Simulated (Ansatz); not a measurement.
Crystal: Fe.

```
CELL_PARAMETERS angstrom
-1.44300 1.44300 1.44300
1.44300 -1.44300 1.44300
1.44300 1.44300 -1.44300
ATOMIC_POSITIONS crystal
Fe 0.00000 0.00000 0.00000
```

| Item | Value |
| --- | --- |
| Program | Ansatz 0.2.0 |
| Task | relaxation of cell and atoms |
| Functional | PBE |
| Dispersion | D3(BJ) |
| Potentials or basis | all-electron LAPW, scalar-relativistic |
| Basis error allowed | 0.001 eV/atom |
| k mesh | 13 × 13 × 13 |
| Occupations | fermi-dirac, width 0.05 eV |
| Spin | collinear spin, ferromagnetic start |
| Starting moments | [3.0] μB |

At the start: volume 12.02 Å³/atom.

Question: How do energy, volume and symmetry change on relaxing?

Answer: Over 6 steps the energy falls by 51.9 meV/atom and the volume is 11.01 Å³/atom (-8.4 %); space group Im-3m (No. 229, to 0.05 Å); moment 2.08 μB per cell.

Step by step:
```csv
step,energy change (eV),largest force (eV/Å),volume (Å³)
1,0.0000,0.0000,12.02
2,-0.0437,0.0000,11.39
3,-0.0509,0.0000,10.89
4,-0.0519,0.0000,11.01
5,-0.0519,0.0000,11.01
6,-0.0519,0.0000,11.01
```

Final structure:
```xyz
1
Lattice="-1.4015 1.4015 1.4015 1.4015 -1.4015 1.4015 1.4015 1.4015 -1.4015" Properties=species:S:1:pos:R:3 pbc="T T T"
Fe    0.0000    0.0000    0.0000
```
